## Two counts give the energy

The energy of an aluminium structure above fcc can be estimated from its packing. For a close packing, take 30 meV/atom times the fraction of hcp-like layers. For other simple structure types, start at 75 meV/atom and add 5 for each percent by which its volume exceeds that of fcc. Up to an expansion of 15 % this matches, within about 20 meV/atom, the PBE energies from which it was set; beyond that it can fall short by more than 100.

Crystal structures of aluminium, calculated with Ansatz 0.2.0 (plane-wave PAW, PBE, scalar-relativistic, without spin polarization, cutoff 420 eV, Gaussian smearing 0.1 eV). Cells and atoms were relaxed at 0 GPa within the starting symmetry, without zero-point motion. Energies are given relative to the lowest structure.

| found from | space group number | atoms in cell | volume per atom (Å³) | over lowest (meV/atom) |
| --- | --- | --- | --- | --- |
| database cell | 225 | 1 | 16.50 | 0.0 |
| changed type | 166 | 4 | 16.58 | 14.0 |
| database cell | 194 | 4 | 16.55 | 14.0 |
| Sm type | 166 | 3 | 16.62 | 20.0 |
| rattled cell | 167 | 8 | 17.03 | 76.0 |
| W type | 223 | 8 | 16.91 | 79.0 |
| changed type | 167 | 6 | 17.56 | 88.0 |
| changed type | 229 | 1 | 16.92 | 96.0 |
| Ti type | 191 | 3 | 17.15 | 116.0 |
| changed type | 69 | 2 | 17.90 | 130.0 |
| random start | 189 | 5 | 18.76 | 132.0 |
| changed type | 139 | 2 | 18.67 | 154.0 |
| Ga type | 64 | 4 | 20.51 | 184.0 |
| B type | 166 | 12 | 23.68 | 263.0 |
| Sn type | 141 | 2 | 19.19 | 280.0 |
| changed type | 194 | 8 | 22.81 | 368.0 |

The lowest row is fcc, and "over lowest" is the energy above it. Its label reads "database cell", but the run began as a Te-type cell and relaxed to fcc. Space group 229 is bcc. The row called W type is the A15 structure, not the bcc structure of ordinary tungsten.

## Which neighbours change?

The table falls into two groups. Four structures lie within 20 meV/atom of each other, and the next one follows only at 76. The four are fcc and three other ways of stacking the same close-packed layers. The named types above the gap all have a different first shell from fcc, and the gap is read here as the price of that change. It belongs to small, ordered cells like these: fcc with a dilute defect in a large cell is expected to fall inside it, and the rule does not cover such cases.

In a metal such as aluminium the valence electrons are nearly free and screen the ions well. An atom therefore feels its nearest neighbours strongly and those farther out only weakly. A change in the distant shells is cheap, and a change in the first shell is expensive.

## Stacking: a small price per layer

Close-packed layers can sit in three positions, A, B and C. A layer is fcc-like if the layers above and below it differ in position, as in ABC, and hcp-like if they agree, as in ABA. In both cases each atom has twelve nearest neighbours, and the second shell is the same too. In ABA, however, the two outer layers lie straight above each other, which brings some atoms to about 1.6 nearest-neighbour distances instead of 1.7.

Each hcp-like layer creates one such pair of aligned layers, so to first order the energy is proportional to the number of hcp-like layers. Geometry supplies this count, while the electrons of aluminium set the price and its sign. A stacking with few hcp-like layers should thus lie close to fcc.

The two structures with half their layers hcp-like (166 and 194, four atoms each) both lie at 14 meV/atom, although their layers follow in a different order. Sm type, with two thirds, lies at 20. The energies are converged to 4 meV/atom, so these rows support the size of the price but can't reveal finer effects of the layer order. Plain hcp, with every layer hcp-like, is not in the table, so 30 meV/atom for it is an extrapolation.

## A new first shell: a step, then a slope

In bcc an atom has eight nearest neighbours and six more slightly farther away. Its volume is only 2.5 % larger than that of fcc, yet it lies 96 meV/atom higher. Stretching fcc to the same volume would cost about 3 meV/atom, if the bulk modulus is taken as roughly 75 GPa. Nearly all of the energy is therefore the price of the new arrangement, and this is why the rule needs a step.

For the more open structures the slope can be understood from looser packing. When an atom loses neighbours, each lost contact costs energy, but the electrons concentrate in the contacts that remain and strengthen them. The energy then rises much more slowly than the number of contacts falls. Empty space grows as well, so the volume serves as a marker of how open the structure is. This bonding argument makes the direction of the rise plausible, though the table does not test it; the straight line is simply the plainest form that describes it. The argument fits the densest rows poorly: A15, bcc and Ti type rearrange their neighbours more than they lose them, and the five structures above the gap that are expanded by less than 7 % show no trend with volume (88 meV/atom at 6.4 %, 116 at 3.9 %). The slope is set by the three rows between 8 and 14 %.

An energy on this scale does not mean that the structure can be made. The relaxations kept the starting symmetry, and bcc aluminium is known to be unstable against distortion at zero pressure.

## The rule, worked on two rows

Let $h$ be the fraction of hcp-like layers, $V$ the volume per atom and $V_\mathrm{fcc}=16.50$ Å³. The energy $E$ above fcc, in meV/atom, is

$$E \approx 30\,h \quad \text{(close packings)},$$

$$E \approx 75 + 5x, \quad x = 100\left(\frac{V}{V_\mathrm{fcc}}-1\right) \quad \text{(all others)}.$$

First take the row with space group 194 and four atoms. Its layers run ABAC, and every second one is hcp-like, so $h=1/2$ and $E\approx 15$. The calculation gives 14.

Now take space group 139, with a volume of 18.67 Å³. Here $x = 100\,(18.67/16.50-1)\approx 13$, and $E\approx 75+5\times 13=140$. The calculation gives 154, so the estimate is 9 % too low relative to the computed energy. Both rows helped to set the constants, so they illustrate the rule and do not test it.

The second formula needs a volume. For a structure that has not been made there are no measured lattice parameters, so the volume must come from an earlier calculation or an estimate. A modest one will do: an error of 3 % in $V$ shifts the result by about 15 meV/atom, which is about as large as the typical error of the rule itself.

## How good is it?

The step and slope are rounded from a straight line through the eight structures that are not close-packed and are expanded by less than 15 %. For these the rule has a root-mean-square error of 14 meV/atom. Replacing it by their average energy would give 27, and a line through fcc without the step 42. These errors are measured on the rows that set the constants, so a new structure should be expected to miss by more. The eight are not fully independent either: the rattled cell (167, eight atoms, nearly cubic, close to A15 in volume and energy) appears to be a slightly distorted A15. The printed output below lists each row.

The rule sorts structures into broad classes but does not rank close competitors. A15 and bcc have practically the same volume, yet they differ by 17 meV/atom. Errors of two structures can also add up to about 40 meV/atom, and estimates closer together than that should not be put in order.

## Where volume stops being a guide

The limit of 15 % was chosen after seeing the energies, and four structures lie beyond it. The rule still works fairly well for Ga type and for B type, where it is 30 meV/atom too high, or 11 % of the computed energy. For Sn type and for space group 194 with eight atoms it is more than 100 too low.

Sn type is the instructive failure. It is denser than Ga type, so the rule places it lower, but the calculation puts it 96 meV/atom higher. A possible reason is that its few, directed contacts suit atoms with four valence electrons, while aluminium has three; these energies alone do not test that idea.

Sn type is expanded by only 16 %, barely past the limit, whereas B type is expanded by 44 % and fares much better. Distance from fcc in volume is therefore no reliable warning. Which second feature of a structure, as easy to read off as its volume, would tell Sn type from Ga type before any energy is computed?

The analysis program printed:

```
Rule of thumb against the calculation in meV/atom:
            row  'space group'  'atoms in cell'  'volume over fcc (%)'  'computed'  'rule'  'rule less computed'
  database cell            225                1                      0           0       0                     0
   changed type            166                4                 0.4848          14      15                     1
  database cell            194                4                  0.303          14      15                     1
        Sm type            166                3                 0.7273          20      20                 0.001
   rattled cell            167                8                  3.212          76   91.06                 15.06
         W type            223                8                  2.485          79   87.42                 8.424
   changed type            167                6                  6.424          88   107.1                 19.12
   changed type            229                1                  2.545          96   87.73                -8.273
        Ti type            191                3                  3.939         116    94.7                 -21.3
   changed type             69                2                  8.485         130   117.4                -12.58
   random start            189                5                   13.7         132   143.5                 11.48
   changed type            139                2                  13.15         154   140.8                -13.24
        Ga type             64                4                   24.3         184   196.5                 12.52
         B type            166               12                  43.52         263   292.6                 29.58
        Sn type            141                2                   16.3         280   156.5                -123.5
   changed type            194                8                  38.24         368   266.2                -101.8
Best energy per hcp-like layer fraction, close packings, meV/atom: 28.94
Gap between highest close packing and lowest other structure, meV/atom: 56
Fitted slope, other structures under 15 % expansion, meV/atom per %: 5.186
Fitted step, other structures under 15 % expansion, meV/atom: 73.91
Fitted slope, all twelve other structures, meV/atom per %: 5.769
Fitted step, all twelve other structures, meV/atom: 79.08
Rms miss of rule, other structures under 15 %, meV/atom: 14.37
Largest miss of rule, other structures under 15 %, meV/atom: 21.3
Rms miss of one constant instead, same rows, meV/atom: 26.56
Rms miss of a line through fcc without step, same rows, meV/atom: 42.32
Rms miss of rule, all twelve other structures, meV/atom: 48.56
Elastic cost of fcc stretched to the bcc volume, meV/atom: 2.502
Energy of bcc less A15, meV/atom: 17
Energy of Sn type less Ga type, meV/atom: 96
```
